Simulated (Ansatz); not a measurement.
Theory: Ansatz, DFT PBE, scalar-relativistic, plane waves, PAW. Settings: cutoff 420 eV, Γ-centred meshes spaced at most about 0.3 Å⁻¹, and about 0.25 Å⁻¹ or finer for metals (2π included), Gaussian smearing. No spin polarisation in the final relaxations.

These are static total energies at zero pressure. All come from trial cells, and lower structures may exist.

Problem. Order these relaxed structures of Sn5Ge by energy, lowest first, with the energy over the lowest of them.
A.

```
CELL_PARAMETERS angstrom
3.46759 0.00000 0.00000
0.00000 3.46759 0.00000
0.00000 0.00000 13.18857
ATOMIC_POSITIONS crystal
Sn 0.00000 0.00000 0.00000
Sn 0.50000 0.50000 0.17600
Sn 0.00000 0.00000 0.35575
Sn 0.00000 0.00000 0.64425
Sn 0.50000 0.50000 0.82400
Ge 0.50000 0.50000 0.50000
```

B.

```
CELL_PARAMETERS angstrom
2.39458 -7.04192 0.00000
2.39458 7.04192 0.00000
0.00000 0.00000 4.73106
ATOMIC_POSITIONS crystal
Sn 0.66040 0.33960 0.00000
Sn 0.16177 0.83823 0.50000
Sn 0.33960 0.66040 0.00000
Sn 0.50000 0.50000 0.50000
Sn 0.83823 0.16177 0.50000
Ge 0.00000 0.00000 0.00000
```

Solution. A (0 meV/atom), B (12 meV/atom). Forms: A Sn and Ge ordered on fcc sites, P4/mmm; B Sn and Ge ordered on fcc sites, Cmmm. Counting Sn atoms around Ge (those within 1.25 times the shortest such distance or 1.15 times the sum of covalent radii; the shortest distance is added where it is long for a bond): A has Ge 8 from 3.1 Å; B has Ge 12 from 3.3 Å. Even the lowest lies +0.10 eV/atom against the elements.

For metals, differences of a few meV/atom aren't resolved. Cells relaxed within their symmetry can be saddle points. Some types were kept out of the candidates beforehand, so the set may lack a known form.
